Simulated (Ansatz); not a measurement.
Wanted: the native input for an Ansatz 0.2.0 run.

* Task: phonons
* Functional: PBE
* Potentials or basis: Ansatz PAW
* Cutoff: 420 eV (not typed: the program's choice for these potentials)
* k mesh: 7 × 7 × 7
* Occupations: fermi-dirac, width 0.05 eV
* Spin: no spin polarisation

The system is In.

```
In
1.0
    -1.88253    1.88253    1.88253
     1.88253   -1.88253    1.88253
     1.88253    1.88253   -1.88253
In
1
Direct
  0.00000 0.00000 0.00000
```

This isn't the form of In at room conditions, which is tetragonal.

One way to write it, as run:

input.yaml

```yaml
crystal:
  lattice:
    - [-1.88252524, 1.88252524, 1.88252524]
    - [1.88252524, -1.88252524, 1.88252524]
    - [1.88252524, 1.88252524, -1.88252524]
  atoms:
    - { symbol: In, position: [0.0, 0.0, 0.0] }
hamiltonian:
  xc: pbe
  pseudopotentials: { kind: paw }
kpoints:
  mp_grid: { grid: [7, 7, 7] }
scf:
  occupations: { method: fermi_dirac, width: 0.05 }
phonons:
  method: dfpt
```

Potentials or basis: Ansatz PAW.

Command:

```bash
$ ansatz run input.yaml --threads 2 --pin off --max-ram 5632MiB --backend cpu --events-out ev --progress --plain --runs-dir out
```

It gave:

* Band gap on the k mesh: none (metal or under the smearing width)

Run time: 2.4 s on 2 threads of Arm Neoverse N1, on a shared host, peak memory 0.33 GiB.
